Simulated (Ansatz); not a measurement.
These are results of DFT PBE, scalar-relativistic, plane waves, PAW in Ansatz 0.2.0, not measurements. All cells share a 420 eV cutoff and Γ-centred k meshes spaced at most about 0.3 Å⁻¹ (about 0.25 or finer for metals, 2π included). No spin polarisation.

All energies are static (0 K, no zero-point motion).

Two forms of Si₅N were relaxed alike.

A.

```
Si N
1.0
     5.76693    0.00000    0.00000
     0.39392    5.91798    0.00000
     0.85792    2.12003    5.82740
Si N
10 2
Direct
  0.89608 0.92793 0.99909
  0.39398 0.91379 0.01639
  0.94528 0.30375 0.37330
  0.35312 0.24589 0.39941
  0.45992 0.31220 0.00886
  0.87963 0.33279 0.98733
  0.68501 0.98955 0.56120
  0.20028 0.59391 0.78561
  0.79416 0.69030 0.38792
  0.38933 0.63591 0.40505
  0.66698 0.87393 0.86184
  0.16956 0.84672 0.88065
```

B.

```
Si N
1.0
     5.76614   -1.37365    0.00000
     5.76614    1.37365    0.00000
    -1.80742    0.00000    5.62957
Si N
5 1
Direct
  0.98682 0.98682 0.04633
  0.32669 0.32669 0.42263
  0.01129 0.01129 0.66065
  0.65750 0.65750 0.50740
  0.28740 0.28740 0.98866
  0.56363 0.56363 0.20766
```

Question: Which would you expect to be lower, and how large is the difference?

Answer: A is lower, by 233 meV/atom. A has space group P1 (No. 1), 16.6 Å³/atom and a gap of 0.59 eV on its mesh; B has space group Cm (No. 8), 14.9 Å³/atom and no gap. A and B both hold Si–Si bonds in all directions. The lower one is the more open, so pressure narrows the difference. In A, Si on its first site has 2 N at 1.76–1.77 Å and 2 Si at 2.37 Å; Si on its second site is surrounded by 2 N at 1.78 Å and 2 Si at 2.40–2.42 Å; N on its first site is surrounded by 3 Si at 1.76–1.78 Å; 9 more sites not described. In B, around Si on its first site lie 2 N at 1.75 Å, 1 Si at 2.38 Å and 4 Si at 2.61–2.75 Å; Si on its second site has 5 Si at 2.47–2.56 Å and 2 Si at 2.75 Å; N has 3 Si at 1.75–1.77 Å; 3 more sites not described. Origin: A, invented, then shaken at random and relaxed again; B, invented.

Kohn–Sham gaps at this level usually fall short of measured ones. Cells relaxed within their symmetry can be saddle points.
